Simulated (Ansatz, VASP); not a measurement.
**CuO: VASP beside Ansatz**

Contents of INCAR:

```
PREC = Accurate
ENCUT = 520
EDIFF = 1E-6
ISMEAR = -1
SIGMA = 0.05
LREAL = F
LASPH = T
NELM = 100
ALGO = Normal
ISIF = 2
LWAVE = F
LCHARG = T
GGA = PE
LELF = T
LVHAR = T
NBANDS = 25
```

File KPOINTS:

```
regular mesh
0
Gamma
  6 6 3
```

File POSCAR:

```
CuO
1.0
    2.3055752800     -1.7296126400      0.0728065900
    2.3157556600      1.7435441000      0.0481486400
   -0.7080927800     -0.0389675500      5.1290691300
Cu O
2 2
Direct
    0.0142532200      0.4796454100      0.0604322300
    0.4708797100      0.1540682100      0.4741201700
    0.5692681500      0.2960328600      0.2639427200
    0.4455989200      0.5702535100      0.7015048700
```

Contents of input.yaml:

```yaml
crystal:
  lattice:
    - [2.30557528, -1.72961264, 0.07280659]
    - [2.31575566, 1.7435441, 0.04814864]
    - [-0.70809278, -0.03896755, 5.12906913]
  atoms:
    - { symbol: Cu, position: [0.01425322, 0.47964541, 0.06043223] }
    - { symbol: Cu, position: [0.47087971, 0.15406821, 0.47412017] }
    - { symbol: O, position: [0.56926815, 0.29603286, 0.26394272] }
    - { symbol: O, position: [0.44559892, 0.57025351, 0.70150487] }
hamiltonian:
  xc: pbe
  pseudopotentials: { kind: paw }
kpoints:
  mp_grid: { grid: [6, 6, 3] }
scf:
  occupations: { method: fermi_dirac, width: 0.05 }
output:
  forces: true
  stress: true
  eigenvalues: true
  write_density: true
  write_potential: true
  elf: true
  volumetric_format: npy
```

Alike in both runs: task single point; functional PBE; k mesh 6 × 6 × 3; occupations fermi-dirac, width 0.05 eV; no spin polarisation.

```csv
,VASP,Ansatz
version,VASP 6.6.1,Ansatz 0.2.0
potentials or method,"VASP PAW PBE potentials, release 64 (Cu, O)",Ansatz PAW
plane-wave cutoff (eV),520,420
valence electrons in the cell,34,50
```

Ansatz gave:

```
gap on the k mesh at the Fermi level (eV) : none
rms of the force components (eV/Å)        : 17.275
```

Q: Which values does VASP return?

A: gap on the k mesh at the Fermi level (eV): none; rms of the force components (eV/Å): 16.328.

Atom by atom the forces differ by 0.983 eV/Å (rms over components). A gap of «none» marks a metal or a gap that the smearing closes. The two sets of potentials don't hold the same shells in valence.

Caveats: the run has no spin polarisation, though such a crystal can be magnetic; the k mesh is coarse (spacing up to 0.41 Å⁻¹), so the values aren't converged (VASP); semilocal functionals often make such compounds metallic where correlation or magnetic order opens a gap, which also shifts bond lengths (VASP); forces of over 1 eV/Å show positions far from the minimum, so gaps and moduli don't describe the material at rest (VASP); the k mesh is coarse (spacing up to 0.41 Å⁻¹), so the values aren't converged, least of all with exact exchange (Ansatz); the cell as given lies far from equilibrium (Ansatz).
